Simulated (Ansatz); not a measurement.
## Turning moments in Fe

Fe is taken as a test cell of our own (not relaxed), 2 atoms in the cell.

```xyz
2
Lattice="2.8660 0.0000 0.0000 0.0000 2.8660 0.0000 0.0000 0.0000 2.8660" Properties=species:S:1:pos:R:3 pbc="T T T"
Fe   -0.0100    0.0000    0.0000
Fe    1.4903    1.4330    1.4330
```

Site labels below count the atoms in this order, from 1.

Method: DFT, PBE, PAW (an earlier, harder data set), plane waves, scalar-relativistic (Ansatz).

- Plane-wave cutoff: 844 eV
- k-point mesh: 2×2×2 (Γ-centred)
- Occupations: Fermi–Dirac smearing, 0.272114 eV

Site vectors of these older runs were integrated over wider regions than atomic spheres, and need not add up to the total.

The mesh is coarse, so energy differences (and at times their sign) aren't converged.

Spins are non-collinear; moments are vectors (x, y, z) in μB. Without spin–orbit coupling a common rotation of all moments costs nothing, so only their relative directions matter.

The default search runs further SCF cycles only where the state itself hints at a lower one. With a search on, the program may also reshape the start on open shells.

With 8 runs in all, an end need not be the lowest state of the cell.

Where moments are weakly coupled, the SCF can meet its threshold before they have finished turning.

Q: Start Fe1 (0.00, 0.00, 2.00), Fe2 (0.52, 0.00, 1.93); default search for lower states. What happens?

A: It converges in 21 iterations: sizes Fe1 2.16, Fe2 2.16 μB (all parallel), net moment 4.54 μB; 9.3 meV/atom above the lowest of 8 converged runs. The program read a negative dielectric response at the close, so it may be a saddle point.

Q: Start Fe1 (-0.74, 0.00, 1.86), Fe2 (1.49, 0.00, 1.34); default search for lower states. What happens?

A: It converges in 18 iterations: sizes Fe1 2.24, Fe2 2.23 μB (canted; angles of the large moments to the first 63°), net moment 4.03 μB; none of the 8 converged runs lies measurably lower.
